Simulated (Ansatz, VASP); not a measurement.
Given: the input of a run of VASP 6.6.1 on HfC.

INCAR

```
PREC = Accurate ; ENCUT = 520
EDIFF = 1E-7 ; ISMEAR = -1
SIGMA = 0.05 ; LREAL = F
LASPH = T ; NELM = 100
ALGO = Normal ; ISIF = 2
LWAVE = F ; LCHARG = F
GGA = PS ; NBANDS = 14
```

KPOINTS

```
regular mesh
0
Gamma
  10 10 10
```

File POSCAR:

```
HfC
1.0
    0.0000000000      2.3705998121      2.3705998121
    2.3705998121      0.0000000000      2.3705998121
    2.3705998121      2.3705998121      0.0000000000
Hf C
1 1
Direct
    0.5000000000      0.5000000000      0.5000000000
    0.0000000000      0.0000000000      0.0000000000
```

Potentials or basis: VASP PAW PBE potentials, release 64 (Hf_pv, C).

The run is started by

```console
$ cat potpaw_PBE.64/Hf_pv/POTCAR potpaw_PBE.64/C/POTCAR > POTCAR
$ mpirun -np 1 vasp_std > vasp.out
```

Question: Set up the same calculation for Ansatz 0.2.0. Potentials there: all-electron LAPW, scalar-relativistic.

Answer: As run (the cutoff follows the program's own potentials):

File input.yaml:

```yaml
crystal:
  lattice:
    - [0.0, 2.3705998121, 2.3705998121]
    - [2.3705998121, 0.0, 2.3705998121]
    - [2.3705998121, 2.3705998121, 0.0]
  atoms:
    - { symbol: Hf, position: [0.5, 0.5, 0.5] }
    - { symbol: C, position: [0.0, 0.0, 0.0] }
kpoints:
  mp_grid: { grid: [10, 10, 10] }
scf:
  occupations: { method: fermi_dirac, width: 0.05 }
hamiltonian:
  xc: pbesol
  pseudopotentials: { kind: all_electron, lapw: { basis_error: 0.0005 } }
output:
  forces: true
  stress: true
  eigenvalues: true
```

Potentials or basis: all-electron LAPW, scalar-relativistic.

Launch:

```sh
$ ansatz run input.yaml --threads 1 --pin off --max-ram 3072MiB --backend cpu --events-out ev --progress --plain --runs-dir out
```

Both were run:

|  | VASP | Ansatz | Ansatz less VASP |
| --- | --- | --- | --- |
| gap on the k mesh at the Fermi level (eV) | none | none | - |
| pressure (GPa) | -18.6 | -18.0 | +0.66 |

A gap of «none» marks a metal or a gap that the smearing closes. Ansatz ran all-electron here, so the differences hold the error of VASP's frozen core and of both bases.

Caveats: so large a pressure means that the cell lies far from this level's equilibrium, or that cutoff or potentials fall short (VASP); the potentials were made for another functional, which shifts forces and pressure (VASP). The runs have no spin-orbit coupling, so splittings on Hf are missing.
